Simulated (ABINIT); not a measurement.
A run of ABINIT 10.8.3 (patched build):

The input run.abi:

```
ndtset 2

pp_dirpath "./"
pseudos "Ba.LDA_PW-JTH.xml, Ti.LDA_PW-JTH.xml, O.LDA_PW-JTH.xml"

acell 3*1.0 Angstrom
rprim
     2.8273666084     1.6323808724     2.3183934932
    -2.8273666084     1.6323808724     2.3183934932
     0.0000000000    -3.2647617449     2.3183934932
ntypat 3
znucl 56 22 8
natom 5
typat 1 2 3 3 3
xred
            0.0            0.0            0.0
   0.4845000000   0.4845000000   0.4845000000
   0.5086000000   0.0175000000   0.5086000000
   0.0175000000   0.5086000000   0.5086000000
   0.5086000000   0.5086000000   0.0175000000

ecut 517.016339 eV
pawecutdg 38.0

ixc 7

nstep 80

iomode 3
prteig 0
prtebands 0
prtwf 0

kptopt1 1
ngkpt1 5 5 5
nshiftk1 1
shiftk1 0.0 0.0 0.0
nband1 24
occopt1 3
tsmear1 0.00183747
tolvrs1 1.0e-10
prtden1 1

positron2 1
ixcpositron2 11
getden2 1
kptopt2 0
nkpt2 1
kpt2 0.0 0.0 0.0
nband2 1
occopt2 2
occ2 1.0
posocc2 1.0
toldfe2 1.0e-7
nline2 10
nnsclo2 2
optforces2 0
optstress2 0
prtden2 0
```

Potentials or basis: JTH PAW LDA v2.0.

The run is started by

```bash
$ abinit run.abi > log 2>&1
```

Hardware: 1 thread of Arm Neoverse V1, on a shared host.

Estimate the wall time of this run.

Run time: 45 s on 1 thread of Arm Neoverse V1, on a shared host, peak memory 0.1 GiB. Counts: scf iterations 25, mpi ranks 1, k points 19, bands 24, plane waves 1728.
